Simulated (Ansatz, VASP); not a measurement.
# CoO: VASP beside Ansatz

The input INCAR:

```
PREC = Accurate ; ENCUT = 520
EDIFF = 1E-6 ; ISMEAR = -1
SIGMA = 0.05 ; LREAL = F
LASPH = T ; NELM = 60
ALGO = Normal ; ISIF = 2
LWAVE = F ; LCHARG = F
GGA = PS ; NBANDS = 14
```

File KPOINTS:

```
Automatic mesh
0
Gamma
  12 12 12
```

The input POSCAR:

```
CoO
1.0
   -1.5080000000      1.5080000000      2.1072475377
    1.5080000000     -1.5080000000      2.1072475377
    1.5080000000      1.5080000000     -2.1072475377
Co O
1 1
Direct
    0.0000000000      0.0000000000      0.0000000000
    0.5000000000      0.5000000000      0.0000000000
```

File input.yaml:

```yaml
crystal:
  lattice:
    - [-1.508, 1.508, 2.1072475377]
    - [1.508, -1.508, 2.1072475377]
    - [1.508, 1.508, -2.1072475377]
  atoms:
    - { symbol: Co, position: [0.0, 0.0, 0.0] }
    - { symbol: O, position: [0.5, 0.5, 0.0] }
kpoints:
  mp_grid: { grid: [12, 12, 12] }
scf:
  occupations: { method: fermi_dirac, width: 0.05 }
hamiltonian:
  xc: pbesol
  pseudopotentials: { kind: all_electron, lapw: { basis_error: 0.001 } }
output:
  forces: true
  stress: true
  eigenvalues: true
```

Alike in both runs: task single point; functional PBEsol; k mesh 12 × 12 × 12; occupations fermi-dirac, width 0.05 eV; no spin polarisation.

|  | VASP | Ansatz |
| --- | --- | --- |
| version | VASP 6.6.1 | Ansatz 0.2.0 |
| potentials or method | VASP PAW PBE potentials, release 64 (Co, O) | all-electron LAPW, scalar-relativistic |
| plane-wave cutoff (eV) | 520 | see its input |

VASP gave:

- gap on the k mesh at the Fermi level (eV): none
- pressure (GPa): -27.4
- largest component of the traceless stress (GPa): 0.26

Task: Estimate Ansatz's values.

Result: gap on the k mesh at the Fermi level (eV): none; pressure (GPa): -27.3; largest component of the traceless stress (GPa): 0.20.

A gap of «none» marks a metal or a gap that the smearing closes. Ansatz ran all-electron here, so the differences hold the error of VASP's frozen core and of both bases.

Caveats: an odd number of electrons without spin polarisation forces a metal; a magnetic or distorted state may lie lower; the run has no spin polarisation, though such a crystal can be magnetic; semilocal functionals often make such compounds metallic where correlation or magnetic order opens a gap, which also shifts bond lengths; so large a pressure means that the cell lies far from this level's equilibrium, or that cutoff or potentials fall short (VASP); the potentials were made for another functional, which shifts forces and pressure (VASP). Spin polarisation is off, so any magnetic state and its effect on volume and gap are missing.
